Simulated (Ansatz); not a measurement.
RuO2:
```cif
data_O4Ru2
_chemical_formula_sum 'Ru2 O4'
_space_group_name_H-M_alt 'P 1'
_space_group_IT_number 1
_cell_length_a 4.42571
_cell_length_b 4.42571
_cell_length_c 3.07422
_cell_angle_alpha 90.000
_cell_angle_beta 90.000
_cell_angle_gamma 90.000
loop_
_space_group_symop_operation_xyz
  'x, y, z'
loop_
_atom_site_label
_atom_site_type_symbol
_atom_site_fract_x
_atom_site_fract_y
_atom_site_fract_z
_atom_site_occupancy
Ru1 Ru 0.50000 0.50000 0.50000 1
Ru2 Ru 0.00000 0.00000 0.00000 1
O1 O 0.80640 0.19360 0.50000 1
O2 O 0.19360 0.80640 0.50000 1
O3 O 0.30640 0.30640 0.00000 1
O4 O 0.69360 0.69360 0.00000 1
```

Relaxed with LDA.

### Question
Decompose the optical modes at the zone centre into irreducible representations, and say which are infrared and Raman allowed.

### Answer
Point group 4/mmm: Γ_opt = A1g + A2g + A2u + B1g + 2B1u + B2g + Eg + 3Eu. Infrared: A2u, Eu. Raman: A1g, B1g, B2g, Eg.

### Question
Assign frequencies (DFPT, LDA (plane waves, PAW; program Ansatz)).

### Answer
B1g 180, B1u 194, Eu 297, A2g 418, Eu 433, Eg 528, A2u 570, B1u 600, A1g 653, Eu 671, B2g 736 cm⁻¹.

Subscripts of B labels follow the axes of the standard setting.

Space group P4_2/mnm (rutile). The cell was relaxed with LDA under the symmetry of its start; of distortions, only those at the zone centre were tested. The run is not spin-polarised. As this level gives no gap, phonon frequencies hold no LO–TO term and depend on the k-mesh and smearing (Fermi–Dirac, 0.1 eV here).

Potentials: the later of the program's two PAW sets.
